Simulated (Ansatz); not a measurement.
Input and command of a plane-wave DFT calculation in Ansatz:

```yaml
crystal:
  lattice:
    - [2.8147782361, 0.0, 0.0]
    - [-1.4073891181, 2.4376694585, 0.0]
    - [0.0, 0.0, 8.9645423481]
  atoms:
    - { symbol: Al, position: [0.0, 0.0, 0.0] }
    - { symbol: Al, position: [0.3333333333, 0.6666666667, 0.25] }
    - { symbol: Al, position: [0.0, 0.0, 0.5] }
    - { symbol: Al, position: [0.6666666667, 0.3333333333, 0.75] }
basis:
  ecutwfc: 420
kpoints:
  mp_grid: { grid: [21, 21, 6] }
hamiltonian:
  xc: pbe
  dispersion: d3bj
scf:
  occupations: { method: gaussian, width: 0.1 }
output:
  forces: true
  stress: true
  eigenvalues: true
```

```bash
ansatz run input.yaml --threads 1 --pin off --max-ram 2560MiB --backend cpu --events-out ev --progress --plain --runs-dir out
```

Processor: Arm Neoverse V2, 1 thread, on a host shared with other jobs.

Q: How long does it run, and how much memory does it take?

A: About 10 s on 1 thread of Arm Neoverse V2, with other jobs on the host, peak memory 0.42 GiB. It solves 10 bands at 192 k points (the mesh reduced by the symmetry that the task leaves, which can be less than the crystal's) with about 1205 plane waves, in 6 SCF iterations.
